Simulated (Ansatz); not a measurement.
A plane-wave DFT run in Ansatz 0.2.0 (scalar-relativistic PAW potentials unless the input names others): input and command.

```yaml
crystal:
  lattice:
    - [2.8855559386, 2.8855559386, 0.0]
    - [-2.8855559386, 2.8855559386, 0.0]
    - [0.0, 0.0, 5.556828962]
  atoms:
    - { symbol: Ga, position: [0.0, 0.0, 0.0] }
    - { symbol: Ga, position: [0.5, 0.5, 0.5] }
    - { symbol: As, position: [0.5, 0.0, 0.75] }
    - { symbol: As, position: [0.0, 0.5, 0.25] }
basis:
  ecutwfc: 420
kpoints:
  mp_grid: { grid: [10, 10, 6] }
hamiltonian:
  xc: pbesol
scf:
  occupations: { method: gaussian, width: 0.01 }
  n_extra_bands: 32
output:
  forces: true
  eigenvalues: true
  stress: true
```

```bash
ansatz run input.yaml --threads 1 --pin off --max-ram 2560MiB --backend cpu --events-out ev --progress --plain --runs-dir out
```

Abridged log:
```
Basis set: ecut = 420 eV, 1835 PW (Γ), exchange–correlation on 60×60×80 points (8 copies of the dense FFT grid, shifted against one another)
Bands: 60, of which v1, the nominal top of the filled ones, is band 28 counted from 1 (27 counted from 0)
Symmetry: 16 space group operations
k-points: 84 of 600 (time reversal used)
SCF iter   1: F=—  HF=-17113.701719 eV  |F-HF|=—  |Δ(HF+E_count)|=         —  Δρ=3.36e-3  dr2=1.69e-2  ethr=1.77e-3  ⟨swp⟩=5.9  Hψ=22550  notcnv=0  defer=1059
SCF iter   2: F=—  HF=-17113.695636 eV  |F-HF|=—  |Δ(HF+E_count)|=   6.08e-3  Δρ=1.49e-3  dr2=2.84e-3  ethr=3.01e-5  ⟨swp⟩=2.2  Hψ=6757  notcnv=0  defer=2150
SCF iter   3: F=—  HF=-17113.695484 eV  |F-HF|=—  |Δ(HF+E_count)|=   1.51e-4  Δρ=4.79e-4  dr2=2.86e-4  ethr=5.07e-6  ⟨swp⟩=2.1  Hψ=4873  notcnv=0  defer=2150
SCF iter   4: F=—  HF=-17113.695530 eV  |F-HF|=—  |Δ(HF+E_count)|=   4.59e-5  Δρ=2.21e-4  dr2=5.04e-5  ethr=5.11e-7  ⟨swp⟩=2.0  Hψ=4940  notcnv=0  defer=2150
SCF iter   5: F=—  HF=-17113.695518 eV  |F-HF|=—  |Δ(HF+E_count)|=   1.24e-5  Δρ=7.50e-5  dr2=4.31e-6  ethr=9.00e-8  ⟨swp⟩=2.0  Hψ=4402  notcnv=0  defer=2150
SCF iter   6: F=—  HF=-17113.695524 eV  |F-HF|=—  |Δ(HF+E_count)|=   6.51e-6  Δρ=1.65e-5  dr2=1.96e-7  ethr=7.70e-9  ⟨swp⟩=2.0  Hψ=4398  notcnv=0  defer=2150
SCF iter   7: F=-17113.695525 eV  HF=-17113.695525 eV  |F-HF|=5.73e-9  |Δ(HF+E_count)|=   4.52e-7  Δρ=2.98e-6  dr2=4.90e-9  ethr=1.79e-10  ⟨swp⟩=12.8  Hψ=30713  notcnv=0
SCF 1 converged in 7 iterations: F = -17113.695525 eV  dr2 = 4.90e-9
SCF converged after 7 iterations
Free energy (F): -17113.695525 eV
Harris-Foulkes:  -17113.695525 eV  (|F-HF|=5.73e-9)
Internal energy: -17113.695525 eV  (E = F + TS)
E sigma→0 (E₀):  -17113.695525 eV
Fermi energy:    7.924776 eV
--- Forces (eV/Å), atoms counted from 1 ---
  atom   1  Ga     0.00000000     0.00000000     0.00000000
  atom   2  Ga     0.00000000     0.00000000     0.00000000
  atom   3  As     0.00000000     0.00000000     0.00000000
  atom   4  As     0.00000000     0.00000000     0.00000000
--- Stress (GPa, compression-positive) ---
       -2.096241       0.000000       0.000000
        0.000000      -2.096241       0.000000
        0.000000       0.000000      -0.000091
  P = ⅓ Tr σ = -1.3975 GPa (-13.975 kbar)
```

Apart from outputs and the relaxation, which only the reference makes, the input differs from a reference run on usual settings in scf.n_extra_bands: not typed → 32. The reference, at the same geometry, ended its own course with pressure -1.40 GPa, largest force 0.000 eV/Å, gap on the mesh 0.12 eV. This run converged in 7 SCF iterations with an energy at zero smearing within 0.01 meV/atom of the reference's, pressure -1.40 GPa, largest force 0.000 eV/Å, gap on the mesh 0.12 eV.

The run took 48 s on 1 thread of Arm Neoverse V1, with other jobs on the host, peak memory 0.59 GiB.